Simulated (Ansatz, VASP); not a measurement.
## Hg in VASP and in Ansatz

```
Hg
1.0
    -1.88917    1.88917    1.92954
     1.88917   -1.88917    1.92954
     1.88917    1.88917   -1.92954
Hg
1
Direct
  0.50000 0.50000 0.00000
```

Change from the starting cell: volume scaled by 1.02.

Alike in both runs: task single point; functional PBE; k mesh 10 × 10 × 10; occupations fermi-dirac, width 0.05 eV; no spin polarisation.

|  | VASP | Ansatz |
| --- | --- | --- |
| version | VASP 6.6.1 | Ansatz 0.2.0 |
| potentials or method | VASP PAW PBE potentials, release 64 (Hg), cutoff 520 eV | all-electron LAPW, scalar-relativistic |

|  | VASP | Ansatz | Ansatz less VASP |
| --- | --- | --- | --- |
| gap on the k mesh at the Fermi level (eV) | none | none | - |
| pressure (GPa) | 1.2 | 1.1 | -0.14 |
| largest component of the traceless stress (GPa) | 0.06 | 0.06 | +0.002 |

A gap of «none» marks a metal or a gap that the smearing closes. Ansatz ran all-electron here, so the differences hold the error of VASP's frozen core and of both bases.

The runs have no spin-orbit coupling, so splittings on Hg are missing.
